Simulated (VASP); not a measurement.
# HfN (F-43m) in VASP: a series of runs

Aim: see how the results for HfN move with the level of theory and the settings. Levels: PBE, HSE06. Tasks: single point.

Program: VASP 6.6.1. These are calculated values, not measurements. Logs are shortened: lines on timing, memory, paths and dates and some standing lists are left out, and cuts for length are marked.

**1. The crystal as given**

The structure is cubic, space group F-43m (No. 216). The conventional cell has a = 4.910 Å, b = 4.910 Å, c = 4.910 Å, α = 90.00°, β = 90.00°, γ = 90.00°. Hf (site symmetry -43m) is surrounded by 4 N at 2.13 Å. Around N (site symmetry -43m) lie 4 Hf at 2.13 Å.

The cell comes from a database or a generator and needn't be the stable form of this composition.

**2. Single point, PBE**

Input file INCAR:

```
SYSTEM = HfN
PREC = Accurate ; ENCUT = 500
EDIFF = 1E-7 ; ISMEAR = 0
SIGMA = 0.02 ; LREAL = .FALSE.
LASPH = .TRUE. ; NELM = 80
ALGO = Normal ; ISIF = 2
LWAVE = .FALSE. ; LCHARG = .FALSE.
GGA = PE ; NBANDS = 16
```

Input file KPOINTS:

```
regular mesh
0
G
  4 4 4
  0 0 0
```

Input file POSCAR:

```
HfN
1.0
    0.0000000000      2.4548220000      2.4548220000
    2.4548220000      0.0000000000      2.4548220000
    2.4548220000      2.4548220000      0.0000000000
Hf N
1 1
Direct
    0.0000000000      0.0000000000      0.0000000000
    0.2500000000      0.2500000000      0.2500000000
```

Potentials or basis: VASP PAW PBE potentials, release 64 (Hf_sv_GW, N_GW).

Launch:

```bash
$ cat potpaw_PBE.64/Hf_sv_GW/POTCAR potpaw_PBE.64/N_GW/POTCAR > POTCAR
$ mpirun -np 1 vasp_std > vasp.out
```

OUTCAR:

```text
SYSTEM = HfN
   PREC = Accurate
   ENCUT = 500
   EDIFF = 1E-7
   ISMEAR = 0
   LREAL = .FALSE.
   LASPH = .TRUE.
   NELM = 80
   ISIF = 2
   GGA = PE

 ion  position               nearest neighbor table
   1  0.000  0.000  0.000-   2 2.13   2 2.13   2 2.13   2 2.13
   2  0.250  0.250  0.250-   1 2.13   1 2.13   1 2.13   1 2.13

  LATTYP: Found a face centered cubic cell.
 ALAT       =     4.9096440000

  Lattice vectors:

 A1 = (   0.0000000000,   2.4548220000,   2.4548220000)
 A2 = (   2.4548220000,   0.0000000000,   2.4548220000)
 A3 = (   2.4548220000,   2.4548220000,   0.0000000000)

Analysis of symmetry for initial positions (statically):
=====================================================================
 Subroutine PRICEL returns:
 Original cell was already a primitive cell.

 Routine SETGRP: Setting up the symmetry group for a
 face centered cubic supercell.

 Subroutine GETGRP returns: Found 24 space group operations
 (whereof 24 operations were pure point group operations)
 out of a pool of 48 trial point group operations.

The static configuration has the point symmetry T_d .

Analysis of symmetry for dynamics (positions and initial velocities):
=====================================================================
 Subroutine PRICEL returns:
 Original cell was already a primitive cell.

 Routine SETGRP: Setting up the symmetry group for a
 face centered cubic supercell.

 Subroutine GETGRP returns: Found 24 space group operations
 (whereof 24 operations were pure point group operations)
 out of a pool of 48 trial point group operations.

The dynamic configuration has the point symmetry T_d .

 Subroutine INISYM returns: Found 24 space group operations
 (whereof 24 operations are pure point group operations),
 and found     1 'primitive' translations

----------------------------------------------------------------------------------------

                                     Primitive cell

  volume of cell :      29.5863

  direct lattice vectors                    reciprocal lattice vectors
     0.000000000  2.454822000  2.454822000    -0.203680756  0.203680756  0.203680756
     2.454822000  0.000000000  2.454822000     0.203680756 -0.203680756  0.203680756
     2.454822000  2.454822000  0.000000000     0.203680756  0.203680756 -0.203680756

  length of vectors
     3.471642566  3.471642566  3.471642566     0.352785417  0.352785417  0.352785417

  position of ions in fractional coordinates (direct lattice)
     0.000000000  0.000000000  0.000000000
     0.250000000  0.250000000  0.250000000

  ion indices of the primitive-cell ions
   primitive index   ion index
                 1           1
                 2           2

----------------------------------------------------------------------------------------

 KPOINTS: regular mesh

Automatic generation of k-mesh.
 Grid dimensions read from file:
 generate k-points for:    4    4    4

 Generating k-lattice:

  Cartesian coordinates                     Fractional coordinates (reciprocal lattice)
    -0.050920189  0.050920189  0.050920189     0.250000000  0.000000000  0.000000000
     0.050920189 -0.050920189  0.050920189     0.000000000  0.250000000  0.000000000
     0.050920189  0.050920189 -0.050920189     0.000000000  0.000000000  0.250000000

  Length of vectors
     0.088196354  0.088196354  0.088196354

  Shift w.r.t. Gamma in fractional coordinates (k-lattice)
     0.000000000  0.000000000  0.000000000

 Subroutine IBZKPT returns following result:
 ===========================================

 Found      8 irreducible k-points:

 Following reciprocal coordinates:
            Coordinates               Weight
  0.000000  0.000000  0.000000      1.000000
  0.250000  0.000000  0.000000      8.000000
  0.500000  0.000000  0.000000      4.000000
  0.250000  0.250000  0.000000      6.000000
  0.500000  0.250000  0.000000     24.000000
 -0.250000  0.250000  0.000000     12.000000
  0.500000  0.500000  0.000000      3.000000
 -0.250000  0.500000  0.250000      6.000000
   k-points           NKPTS =      8   k-points in BZ     NKDIM =      8   number of bands    NBANDS=     16
   number of dos      NEDOS =    301   number of ions     NIONS =      2
   total plane-waves  NPLWV =  21952
   dimension x,y,z NGX =    28 NGY =   28 NGZ =   28
   dimension x,y,z NGXF=    56 NGYF=   56 NGZF=   56
   ions per type =               1   1
   NGX,Y,Z   is equivalent  to a cutoff of  13.41, 13.41, 13.41 a.u.
   NGXF,Y,Z  is equivalent  to a cutoff of  26.82, 26.82, 26.82 a.u.
 SYSTEM =  HfN
   PREC   = accura    normal or accurate (medium, high low for compatibility)
   ISTART =      0    job   : 0-new  1-cont  2-samecut
   ICHARG =      2    charge: 1-file 2-atom 10-const
   ISPIN  =      1    spin polarized calculation?
   LNONCOLLINEAR =      F non collinear calculations
   LSORBIT =      F    spin-orbit coupling
   LASPH  =      T    aspherical Exc in radial PAW
   ENCUT  =  500.0 eV  36.75 Ry    6.06 a.u.   6.33  6.33  6.33*2*pi/ulx,y,z
   NELM   =     80;   NELMIN=  2; NELMDL= -5     # of ELM steps
   EDIFF  = 0.1E-06   stopping-criterion for ELM
   LREAL  =      F    real-space projection
   EDIFFG = 0.1E-05   stopping-criterion for IOM
   NSW    =      0    number of steps for IOM
   IBRION =     -1    ionic relax: 0-MD 1-quasi-New 2-CG
   NFREE  =      0    steps in history (QN), initial steepest desc. (CG)
   ISIF   =      2    stress and relaxation
   ISYM   =      2    0-nonsym 1-usesym 2-fastsym
   POTIM  = 0.5000    time-step for ionic-motion
   TEBEG  =    0.0;   TEEND  =   0.0 temperature during run
   PSTRESS=    0.0 pullay stress
   NELECT =      17.0000    total number of electrons
   NUPDOWN=      -1.0000    fix difference up-down
   EMIN   =  10.00;   EMAX   =-10.00  energy-range for DOS
   EFERMI =   0.00;   METHOD = LEGACY
   ISMEAR =     0;   SIGMA  =   0.02  broadening in eV -4-tet -1-fermi 0-gaus
   EFERMI_NEDOS =   21; number of points for ismear=-14 and -15
   IALGO  =     38    algorithm
   IMIX   =      4    mixing-type and parameters
     AMIX     =   0.40;   BMIX     =  1.00
     AMIX_MAG =   1.60;   BMIX_MAG =  1.00
  volume/ion in A,a.u.               =      14.79        99.83
  Fermi-wavevector in a.u.,A,eV,Ry     =   1.361009  2.571935 25.202706  1.852347
  Thomas-Fermi vector in A             =   2.487622
   LORBIT       =      0    0 simple, 1 ext, 2 COOP (PROOUT), +10 PAW based schemes
   GGA     = PE    functional components
   LHFCALC =     F    Hartree Fock is set to
   AEXX    =    0.0000 exact exchange contribution
   IVDW    =     0    specifies the selected vdW correction
   LEPSILON=     F    determine dielectric tensor
   LRPA    =     F    only Hartree local field effects (RPA)
 non-spin polarized calculation
 Gauss-broadening in eV      SIGMA  =   0.02
  energy-cutoff  :      500.00
  volume of cell :       29.59
 maximum number of plane-waves:       754
 NGX is ok and might be reduce to    28
   NGX = 13   NGY = 13   NGZ = 13

 number of electron      16.9999997 magnetization

 Free energy of the ion-electron system (eV)
  ---------------------------------------------------
  ext. energy  EPLUGINS =         0.00000000
  ---------------------------------------------------
  free energy    TOTEN  =       -23.94341539 eV

  energy without entropy =      -23.94178926  energy(sigma->0) =      -23.94260232

 E-fermi :   8.3497     XC(G=0): -11.5493

 val. band max:        8.3301498142   @ k =   0.5000   0.2500   0.0000
 cond. band min:       8.5104842421   @ k =   0.2500   0.2500   0.0000
 fundamental gap:      0.1803344279
 Fermi energy:         8.3497083047

 k-point     1 :       0.0000    0.0000    0.0000
  band No.  band energies     occupation
      1     -53.9066      2.00000
      2     -22.4322      2.00000
      3     -22.4322      2.00000
      4     -22.4322      2.00000
      5      -7.4365      2.00000
      6       3.2438      2.00000
      7       3.2438      2.00000
      8       3.2438      2.00000
      9       8.0123      2.00000
     10      10.9299      0.00000
     11      10.9299      0.00000
     12      15.2903      0.00000
     13      15.2903      0.00000
     14      15.2903      0.00000
     15      22.0565      0.00000
     16      22.0565      0.00000

 k-point     2 :       0.2500    0.0000    0.0000
  band No.  band energies     occupation
      1     -53.8964      2.00000
      2     -22.6723      2.00000
      3     -22.4636      2.00000
      4     -22.4636      2.00000
      5      -6.8637      2.00000
      6       2.6276      2.00000
      7       3.5919      2.00000
      8       3.5919      2.00000
      9      10.1852      0.00000
     10      10.5372      0.00000
     11      10.5372      0.00000
     12      14.2430      0.00000
     13      15.6368      0.00000
     14      15.6368      0.00000
     15      17.3970      0.00000
     16      22.9145      0.00000

 k-point     3 :       0.5000    0.0000    0.0000
  band No.  band energies     occupation
      1     -53.8862      2.00000
      2     -22.8995      2.00000
      3     -22.4947      2.00000
      4     -22.4947      2.00000
      5      -6.3803      2.00000
      6       2.9789      2.00000
      7       3.8319      2.00000
      8       3.8319      2.00000
      9      10.2359      0.00000
     10      11.4291      0.00000
     11      11.4291      0.00000
     12      12.9748      0.00000
     13      13.9503      0.00000
     14      13.9503      0.00000
     15      18.0616      0.00000
     16      23.7606      0.00000

 k-point     4 :       0.2500    0.2500    0.0000
  band No.  band energies     occupation
      1     -53.8930      2.00000
      2     -22.6741      2.00000
      3     -22.5113      2.00000
      4     -22.5113      2.00000
      5      -6.6692      2.00000
      6       2.0951      2.00000
      7       4.0232      2.00000
      8       4.0232      2.00000
      9       8.5105      0.00000
     10      11.2589      0.00000
     11      11.7262      0.00000
     12      15.0280      0.00000
     13      15.0280      0.00000
     14      15.0748      0.00000
     15      20.1895      0.00000
     16      20.9295      0.00000

 k-point     5 :       0.5000    0.2500    0.0000
  band No.  band energies     occupation
      1     -53.8828      2.00000
      2     -22.8357      2.00000
      3     -22.6092      2.00000
      4     -22.5428      2.00000
      5      -6.1743      2.00000
      6       2.5403      2.00000
      7       4.1398      2.00000
      8       4.4327      2.00000
      9       8.3301      1.83333
     10      10.7943      0.00000
     11      11.7461      0.00000
     12      14.1153      0.00000
     13      14.9380      0.00000
     14      15.8452      0.00000
     15      18.7581      0.00000
     16      22.0897      0.00000

 k-point     6 :      -0.2500    0.2500    0.0000
  band No.  band energies     occupation
      1     -53.8862      2.00000
      2     -22.7817      2.00000
      3     -22.6171      2.00000
      4     -22.4950      2.00000
      5      -6.3348      2.00000
      6       2.9802      2.00000
      7       3.5233      2.00000
      8       4.0422      2.00000
      9       9.6554      0.00000
     10      10.0352      0.00000
     11      11.3784      0.00000
     12      14.4633      0.00000
     13      15.1795      0.00000
     14      15.6589      0.00000
     15      17.9431      0.00000
     16      20.6566      0.00000

 k-point     7 :       0.5000    0.5000    0.0000
  band No.  band energies     occupation
      1     -53.8795      2.00000
      2     -22.8963      2.00000
      3     -22.5902      2.00000
      4     -22.5902      2.00000
      5      -6.0224      2.00000
      6       1.8102      2.00000
      7       5.0895      2.00000
      8       5.0895      2.00000
      9       7.5551      2.00000
     10      10.8910      0.00000
     11      12.7245      0.00000
     12      13.3490      0.00000
     13      13.3490      0.00000
     14      18.8407      0.00000
     15      19.3535      0.00000
     16      22.4069      0.00000

 k-point     8 :      -0.2500    0.5000    0.2500
  band No.  band energies     occupation
      1     -53.8795      2.00000
      2     -22.8070      2.00000
      3     -22.6839      2.00000
      4     -22.5938      2.00000
      5      -6.0058      2.00000
      6       3.0613      2.00000
      7       3.6041      2.00000
      8       5.1281      2.00000
      9       7.4062      2.00000
     10      10.0964      0.00000
     11      12.3053      0.00000
     12      13.7332      0.00000
     13      15.2451      0.00000
     14      18.7372      0.00000
     15      19.7383      0.00000
     16      20.0140      0.00000

------------------------ aborting loop because EDIFF is reached ----------------------------------------

  FORCE on cell =-STRESS in cart. coord.  units (eV):
  Direction    XX          YY          ZZ          XY          YZ          ZX
  --------------------------------------------------------------------------------------
  -------------------------------------------------------------------------------------
  Total        0.2481014      0.2481014      0.2481014      0.0000000     -0.0000000      0.0000000
  in kB       13.4353735     13.4353735     13.4353735      0.0000000     -0.0000000      0.0000000
  external PRESSURE =      13.4353735 kB  Pullay stress =       0.0000000 kB

 VOLUME and BASIS-vectors are now :
 -----------------------------------------------------------------------------
  energy-cutoff  :      500.00
  volume of cell :       29.59
      direct lattice vectors                 reciprocal lattice vectors
     0.000000000  2.454822000  2.454822000    -0.203680756  0.203680756  0.203680756
     2.454822000  0.000000000  2.454822000     0.203680756 -0.203680756  0.203680756
     2.454822000  2.454822000  0.000000000     0.203680756  0.203680756 -0.203680756

 POSITION                                       TOTAL-FORCE (eV/Angst)
 -----------------------------------------------------------------------------------
      0.00000      0.00000      0.00000        -0.000000     -0.000000      0.000000
      1.22741      1.22741      1.22741         0.000000      0.000000     -0.000000
 -----------------------------------------------------------------------------------
    total drift:                               -0.000000     -0.000000     -0.000000

  FREE ENERGIE OF THE ION-ELECTRON SYSTEM (eV)
  ---------------------------------------------------
  free  energy   TOTEN  =       -23.9434153861 eV

  energy  without entropy=      -23.9417892582  energy(sigma->0) =      -23.94260232
```

Run time: 19 s. Hardware: 1 thread of Intel Xeon Platinum 8375C at 2.90GHz (Ice Lake), shared host; peak memory 0.15 GiB.

Results:

```
Free energy            : -23.9434 eV
Pressure               : 1.3 GPa
Band gap on the k mesh : none (metal or under the smearing width)
```

Caveat: the k mesh is coarse (spacing up to 0.55 Å⁻¹), so the values aren't converged; the cutoff is under 1.25 times the usual one of these potentials, so pressure, stress and relaxed cells hold a basis-set (Pulay) error. The run has no spin-orbit coupling, so splittings on Hf are missing.

[end of part 1 of 2]
